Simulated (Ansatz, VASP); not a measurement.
**SiC4 in VASP and in Ansatz**

```xyz
5
Lattice="3.5406 0.0000 0.0000 0.0000 3.5406 0.0000 0.0000 0.0000 5.2540" Properties=species:S:1:pos:R:3 pbc="T T T"
Si    0.0000    0.0000    3.2506
C     0.0000    1.0494    5.0312
C     2.4912    0.0000    5.0312
C     0.0000    2.4912    5.0312
C     1.0494    0.0000    5.0312
```

Change from the starting cell: species swapped into the TaTe4 type (P4cc, No. 103).

Alike in both runs: functional PBE; k mesh 6 × 6 × 4; occupations gaussian, width 0.1 eV; no spin polarisation.

Ansatz relaxed the structure, and its values are those at the end. VASP's run is a single point on that final structure, the one shown.

```csv
,VASP,Ansatz
version,VASP 6.6.1,Ansatz 0.2.0
potentials or method,"VASP PAW PBE potentials, release 64 (Si, C)","scalar-relativistic, plane waves, PAW"
plane-wave cutoff (eV),520,420
valence electrons in the cell,20,20
```

Ansatz gave:

```
gap on the k mesh at the Fermi level (eV) : none
pressure (GPa)                            : 0.1
rms of the force components (eV/Å)        : 0.008
```

Q: Estimate VASP's values.

A: gap on the k mesh at the Fermi level (eV): none; pressure (GPa): 0.3; rms of the force components (eV/Å): 0.030.

A gap of «none» marks a metal or a gap that the smearing closes. With one functional, cell and mesh, what is left measures potentials, basis and numerics.

Caveats: this functional lacks dispersion, which binds the layers, so the pressure and a relaxed spacing across them are unreliable.
